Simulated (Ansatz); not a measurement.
## SnSe: an elastic constant from a strain scan

All numbers below come from DFT LDA, scalar-relativistic, plane waves, PAW (Ansatz 0.2.0). Cutoff 420 eV, Γ-centred 6×6×4 k-points, Gaussian smearing of 0.05 eV. No spin polarisation. Energies are free energies at this smearing, counted from the undisturbed cell; pressure is positive in compression.

The starting cell (relaxed at this level; this form isn't the usual structure):

```yaml
crystal:
  lattice:
    - [4.18990, 0.00000, 0.00000]
    - [0.00000, 4.18990, 0.00000]
    - [0.00000, 0.00000, 10.97962]
  atoms:
    - { symbol: Sn, position: [0.50000, 0.00000, 0.37816] }
    - { symbol: Sn, position: [0.00000, 0.50000, 0.62184] }
    - { symbol: Se, position: [0.50000, 0.00000, 0.62178] }
    - { symbol: Se, position: [0.00000, 0.50000, 0.37822] }
```

The cell holds layers and no dispersion correction was added, so their binding is poorly described.

The cell is strained by ε times the Voigt pattern (0, 0, 0, 1, 0, 0) (xx, yy, zz, yz, xz, xy; engineering shear) with fractional coordinates fixed. The cell holds 4 atoms in V0 = 192.75 Å³. The stress column is τ = (1/V0) dE/dε, got from the stress tensor σ (compression positive) at each point as −det(1 + εP) σ : P(1 + εP)⁻¹, with P the pattern as a tensor.

```
      ε  ΔE (meV/atom)  τ (GPa)
-0.0525          3.118   -0.395
-0.0450          2.292   -0.339
-0.0375          1.592   -0.282
-0.0300          1.018   -0.226
-0.0225          0.572   -0.169
-0.0150          0.255   -0.113
-0.0075          0.065   -0.056
 0.0000          0.000    0.000
 0.0075          0.065    0.056
 0.0150          0.255    0.113
 0.0225          0.572    0.169
 0.0300          1.018    0.226
 0.0375          1.592    0.282
 0.0450          2.292    0.339
 0.0525          3.118    0.395
 0.0600              ?        ?
```

Which combination of elastic constants does this scan measure, and how large is it?

For small ε, τ = τ0 + Kε with K = pᵀCp, which for this pattern is C44 in the Cartesian frame shown. The parabola through τ at ε = -0.0075, 0 and 0.0075 has slope K = 7.5 GPa at zero. The energies per cell, E = NΔE, of the wider pair ε = ±0.0300 give K = 2[E(ε₊)/ε₊ − E(ε₋)/ε₋]/[(ε₊ − ε₋)V0] = 7.5 GPa, in agreement. These are clamped-ion values.

Predict the withheld row at ε = 0.0600 from the harmonic law, and compare.

ΔE = V0(τ0 ε + Kε²/2)/N = 4.070 meV/atom and τ = 0.45 GPa. The calculation gives 4.074 meV/atom and 0.45 GPa, a miss of 0.01 meV/atom at most, so the harmonic law still holds here.

Forces appear on the atoms along this scan, and letting them relax would lower the energy and soften the response.

Cost: 9 runs of about 3.6 core-minutes in all, on Intel Xeon Platinum 8259CL (Skylake/Cascade Lake) (shared hosts).